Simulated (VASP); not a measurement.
# GaSb (F-43m) in VASP: notebook

The runs below take GaSb through single point, with PBE.

Everything below comes from runs of VASP 6.6.1. Logs are shortened: lines on timing, memory, paths and dates and some standing lists are left out, and cuts for length are marked.

**The experiment to reproduce.**

From a printed reference work, data compilation, for a bulk crystal of GaSb at 4.2 K: band gap 0.811 eV (direct).

The results are compared with them further down.

## 1. The cell of the first run

It takes space group F-43m (No. 216, cubic). The conventional cell has a = 6.093 Å, b = 6.093 Å, c = 6.093 Å, α = 90.00°, β = 90.00°, γ = 90.00°. Within 3.5 Å of Ga (site symmetry -43m) lie 4 Sb at 2.64 Å. Within 3.5 Å of Sb (site symmetry -43m) lie 4 Ga at 2.64 Å.

## 2. Single point, PBE (volume changed by -6%)

Input file INCAR:

```
SYSTEM = GaSb
PREC     = Accurate       ! precision mode
ENCUT    = 520            ! plane-wave cutoff, eV
EDIFF    = 1E-7           ! SCF threshold, eV
ISMEAR   = -1             ! smearing method
SIGMA    = 0.02           ! smearing width, eV
LREAL    = .FALSE.        ! projectors in reciprocal space
LASPH    = .TRUE.         ! aspherical terms in the spheres
NELM     = 80             ! most SCF steps
ALGO     = Normal         ! electronic algorithm
ISIF     = 2              ! what is computed and relaxed
LWAVE    = .FALSE.        ! write WAVECAR
LCHARG   = .TRUE.         ! write CHGCAR
GGA      = PE             ! functional
LELF     = .TRUE.         ! ELF
LVHAR    = .TRUE.       
NBANDS   = 16             ! bands
```

Input file KPOINTS:

```
Automatic mesh
0
G
  6 6 6
  0 0 0
```

Input file POSCAR:

```
GaSb
1.0
    0.0000000000      3.0464208953      3.0464208953
    3.0464208953      0.0000000000      3.0464208953
    3.0464208953      3.0464208953      0.0000000000
Ga Sb
1 1
Direct
    0.0000000000      0.0000000000      0.0000000000
    0.2500000000      0.2500000000      0.2500000000
```

Potentials or basis: VASP PAW PBE potentials, release 64 (Ga_d, Sb).

Launch:

```
$ cat potpaw_PBE.64/Ga_d/POTCAR potpaw_PBE.64/Sb/POTCAR > POTCAR
$ mpirun -np 1 vasp_std > vasp.out
```

OUTCAR:

```text
SYSTEM = GaSb
   PREC = Accurate
   ENCUT = 520
   EDIFF = 1E-7
   ISMEAR = -1
   LREAL = .FALSE.
   LASPH = .TRUE.
   NELM = 80
   ISIF = 2
   GGA = PE

 ion  position               nearest neighbor table
   1  0.000  0.000  0.000-   2 2.64   2 2.64   2 2.64   2 2.64
   2  0.250  0.250  0.250-   1 2.64   1 2.64   1 2.64   1 2.64

  LATTYP: Found a face centered cubic cell.
 ALAT       =     6.0928417906

  Lattice vectors:

 A1 = (   0.0000000000,   3.0464208953,   3.0464208953)
 A2 = (   3.0464208953,   0.0000000000,   3.0464208953)
 A3 = (   3.0464208953,   3.0464208953,   0.0000000000)

Analysis of symmetry for initial positions (statically):
=====================================================================
 Subroutine PRICEL returns:
 Original cell was already a primitive cell.

 Routine SETGRP: Setting up the symmetry group for a
 face centered cubic supercell.

 Subroutine GETGRP returns: Found 24 space group operations
 (whereof 24 operations were pure point group operations)
 out of a pool of 48 trial point group operations.

The static configuration has the point symmetry T_d .

Analysis of symmetry for dynamics (positions and initial velocities):
=====================================================================
 Subroutine PRICEL returns:
 Original cell was already a primitive cell.

 Routine SETGRP: Setting up the symmetry group for a
 face centered cubic supercell.

 Subroutine GETGRP returns: Found 24 space group operations
 (whereof 24 operations were pure point group operations)
 out of a pool of 48 trial point group operations.

The dynamic configuration has the point symmetry T_d .

 Subroutine INISYM returns: Found 24 space group operations
 (whereof 24 operations are pure point group operations),
 and found     1 'primitive' translations

----------------------------------------------------------------------------------------

                                     Primitive cell

  volume of cell :      56.5457

  direct lattice vectors                    reciprocal lattice vectors
     0.000000000  3.046420895  3.046420895    -0.164127026  0.164127026  0.164127026
     3.046420895  0.000000000  3.046420895     0.164127026 -0.164127026  0.164127026
     3.046420895  3.046420895  0.000000000     0.164127026  0.164127026 -0.164127026

  length of vectors
     4.308289747  4.308289747  4.308289747     0.284276347  0.284276347  0.284276347

  position of ions in fractional coordinates (direct lattice)
     0.000000000  0.000000000  0.000000000
     0.250000000  0.250000000  0.250000000

  ion indices of the primitive-cell ions
   primitive index   ion index
                 1           1
                 2           2

----------------------------------------------------------------------------------------

 KPOINTS: Automatic mesh

Automatic generation of k-mesh.
 Grid dimensions read from file:
 generate k-points for:    6    6    6

 Generating k-lattice:

  Cartesian coordinates                     Fractional coordinates (reciprocal lattice)
    -0.027354504  0.027354504  0.027354504     0.166666667  0.000000000  0.000000000
     0.027354504 -0.027354504  0.027354504     0.000000000  0.166666667  0.000000000
     0.027354504  0.027354504 -0.027354504     0.000000000  0.000000000  0.166666667

  Length of vectors
     0.047379391  0.047379391  0.047379391

  Shift w.r.t. Gamma in fractional coordinates (k-lattice)
     0.000000000  0.000000000  0.000000000

 Subroutine IBZKPT returns following result:
 ===========================================

 Found     16 irreducible k-points:

 Following reciprocal coordinates:
            Coordinates               Weight
  0.000000  0.000000  0.000000      1.000000
  0.166667  0.000000  0.000000      8.000000
  0.333333  0.000000  0.000000      8.000000
  0.500000  0.000000  0.000000      4.000000
  0.166667  0.166667  0.000000      6.000000
  0.333333  0.166667  0.000000     24.000000
[... 8 lines left out ...]
 -0.333333  0.333333  0.166667     24.000000
 -0.333333  0.500000  0.166667     12.000000
   k-points           NKPTS =     16   k-points in BZ     NKDIM =     16   number of bands    NBANDS=     16
   number of dos      NEDOS =    301   number of ions     NIONS =      2
   total plane-waves  NPLWV =  32768
   dimension x,y,z NGX =    32 NGY =   32 NGZ =   32
   dimension x,y,z NGXF=    64 NGYF=   64 NGZF=   64
   ions per type =               1   1
   NGX,Y,Z   is equivalent  to a cutoff of  12.35, 12.35, 12.35 a.u.
   NGXF,Y,Z  is equivalent  to a cutoff of  24.70, 24.70, 24.70 a.u.
 SYSTEM =  GaSb
   PREC   = accura    normal or accurate (medium, high low for compatibility)
   ISTART =      0    job   : 0-new  1-cont  2-samecut
   ICHARG =      2    charge: 1-file 2-atom 10-const
   ISPIN  =      1    spin polarized calculation?
   LNONCOLLINEAR =      F non collinear calculations
   LSORBIT =      F    spin-orbit coupling
   LASPH  =      T    aspherical Exc in radial PAW
   ENCUT  =  520.0 eV  38.22 Ry    6.18 a.u.   8.01  8.01  8.01*2*pi/ulx,y,z
   NELM   =     80;   NELMIN=  2; NELMDL= -5     # of ELM steps
   EDIFF  = 0.1E-06   stopping-criterion for ELM
   LREAL  =      F    real-space projection
   EDIFFG = 0.1E-05   stopping-criterion for IOM
   NSW    =      0    number of steps for IOM
   IBRION =     -1    ionic relax: 0-MD 1-quasi-New 2-CG
   NFREE  =      0    steps in history (QN), initial steepest desc. (CG)
   ISIF   =      2    stress and relaxation
   ISYM   =      2    0-nonsym 1-usesym 2-fastsym
   POTIM  = 0.5000    time-step for ionic-motion
   TEBEG  =    0.0;   TEEND  =   0.0 temperature during run
   PSTRESS=    0.0 pullay stress
   NELECT =      18.0000    total number of electrons
   NUPDOWN=      -1.0000    fix difference up-down
   EMIN   =  10.00;   EMAX   =-10.00  energy-range for DOS
   EFERMI =   0.00;   METHOD = LEGACY
   ISMEAR =    -1;   SIGMA  =   0.02  broadening in eV -4-tet -1-fermi 0-gaus
   EFERMI_NEDOS =   21; number of points for ismear=-14 and -15
   IALGO  =     38    algorithm
   IMIX   =      4    mixing-type and parameters
     AMIX     =   0.40;   BMIX     =  1.00
     AMIX_MAG =   1.60;   BMIX_MAG =  1.00
  volume/ion in A,a.u.               =      28.27       190.79
  Fermi-wavevector in a.u.,A,eV,Ry     =   1.117804  2.112344 17.000294  1.249486
  Thomas-Fermi vector in A             =   2.254430
   LORBIT       =      0    0 simple, 1 ext, 2 COOP (PROOUT), +10 PAW based schemes
   GGA     = PE    functional components
   LHFCALC =     F    Hartree Fock is set to
   AEXX    =    0.0000 exact exchange contribution
   IVDW    =     0    specifies the selected vdW correction
   LEPSILON=     F    determine dielectric tensor
   LRPA    =     F    only Hartree local field effects (RPA)
 non-spin polarized calculation
  energy-cutoff  :      520.00
  volume of cell :       56.55
 maximum number of plane-waves:      1536
   NGX = 17   NGY = 17   NGZ = 17

 number of electron      17.9999984 magnetization

 Free energy of the ion-electron system (eV)
  ---------------------------------------------------
  ext. energy  EPLUGINS =         0.00000000
  ---------------------------------------------------
  free energy    TOTEN  =        -7.30916661 eV

  energy without entropy =       -7.30905081  energy(sigma->0) =       -7.30910871

 E-fermi :   5.0782     XC(G=0):  -9.1378

 val. band max:        5.0052941619   @ k =   0.0000   0.0000   0.0000
 cond. band min:       5.1280687479   @ k =   0.0000   0.0000   0.0000
 fundamental gap:      0.1227745859
 Fermi energy:         5.0782035710

 k-point     1 :       0.0000    0.0000    0.0000
  band No.  band energies     occupation
      1     -10.0654      2.00000
      2     -10.0654      2.00000
      3     -10.0654      2.00000
      4     -10.0140      2.00000
      5     -10.0140      2.00000
      6      -6.5581      2.00000
[... 8 lines left out ...]
     15      13.6167      0.00000
     16      13.6167      0.00000

 k-point     2 :       0.1667    0.0000    0.0000
  band No.  band energies     occupation
      1     -10.0728      2.00000
      2     -10.0622      2.00000
      3     -10.0622      2.00000
      4     -10.0143      2.00000
      5     -10.0143      2.00000
      6      -6.2718      2.00000
[... 8 lines left out ...]
     15      12.6138      0.00000
     16      12.6138      0.00000

 k-point     3 :       0.3333    0.0000    0.0000
  band No.  band energies     occupation
      1     -10.0872      2.00000
      2     -10.0565      2.00000
      3     -10.0565      2.00000
      4     -10.0142      2.00000
      5     -10.0142      2.00000
      6      -5.5067      2.00000
[... 8 lines left out ...]
     15      13.1265      0.00000
     16      13.1265      0.00000

 k-point     4 :       0.5000    0.0000    0.0000
  band No.  band energies     occupation
      1     -10.0943      2.00000
      2     -10.0542      2.00000
      3     -10.0542      2.00000
      4     -10.0137      2.00000
      5     -10.0137      2.00000
      6      -4.9008      2.00000
[... 8 lines left out ...]
     15      14.9380      0.00000
     16      14.9380      0.00000
[... 172 lines left out ...]
 k-point    14 :       0.5000    0.3333    0.1667
  band No.  band energies     occupation
      1     -10.0991      2.00000
      2     -10.0502      2.00000
      3     -10.0472      2.00000
      4     -10.0196      2.00000
      5     -10.0125      2.00000
      6      -4.8505      2.00000
[... 8 lines left out ...]
     15      14.0862      0.00000
     16      16.0628      0.00000

 k-point    15 :      -0.3333    0.3333    0.1667
  band No.  band energies     occupation
      1     -10.1024      2.00000
      2     -10.0495      2.00000
      3     -10.0446      2.00000
      4     -10.0188      2.00000
      5     -10.0137      2.00000
      6      -4.3063      2.00000
[... 8 lines left out ...]
     15      15.4964      0.00000
     16      15.7346      0.00000

 k-point    16 :      -0.3333    0.5000    0.1667
  band No.  band energies     occupation
      1     -10.1072      2.00000
      2     -10.0457      2.00000
      3     -10.0411      2.00000
      4     -10.0222      2.00000
      5     -10.0122      2.00000
      6      -4.0156      2.00000
[... 8 lines left out ...]
     15      15.1002      0.00000
     16      16.4224      0.00000

------------------------ aborting loop because EDIFF is reached ----------------------------------------

  FORCE on cell =-STRESS in cart. coord.  units (eV):
  Direction    XX          YY          ZZ          XY          YZ          ZX
  --------------------------------------------------------------------------------------
  -------------------------------------------------------------------------------------
  Total        1.0905594      1.0905594      1.0905594      0.0000000      0.0000000      0.0000000
  in kB       30.9001218     30.9001218     30.9001218      0.0000000      0.0000000      0.0000000
  external PRESSURE =      30.9001218 kB  Pullay stress =       0.0000000 kB

 VOLUME and BASIS-vectors are now :
 -----------------------------------------------------------------------------
  energy-cutoff  :      520.00
  volume of cell :       56.55
      direct lattice vectors                 reciprocal lattice vectors
     0.000000000  3.046420895  3.046420895    -0.164127026  0.164127026  0.164127026
     3.046420895  0.000000000  3.046420895     0.164127026 -0.164127026  0.164127026
     3.046420895  3.046420895  0.000000000     0.164127026  0.164127026 -0.164127026

 POSITION                                       TOTAL-FORCE (eV/Angst)
 -----------------------------------------------------------------------------------
      0.00000      0.00000      0.00000         0.000000      0.000000      0.000000
      1.52321      1.52321      1.52321        -0.000000     -0.000000     -0.000000
 -----------------------------------------------------------------------------------
    total drift:                                0.000002      0.000002      0.000002

  FREE ENERGIE OF THE ION-ELECTRON SYSTEM (eV)
  ---------------------------------------------------
  free  energy   TOTEN  =        -7.3091666088 eV

  energy  without entropy=       -7.3090508108  energy(sigma->0) =       -7.30910871
```

It took 11 s on 1 thread of AMD EPYC 9R45 (Zen 5), shared host; peak memory 0.15 GiB.

Results:

| Quantity | Value |
| --- | --- |
| Free energy | -7.3092 eV |
| Pressure | 3.1 GPa |
| Band gap on the k mesh | 0.12 eV, direct |

Caveat: spin-orbit coupling is left out, which moves the levels of the heavy elements. A k mesh can miss the band edges.

[end of part 1 of 2]
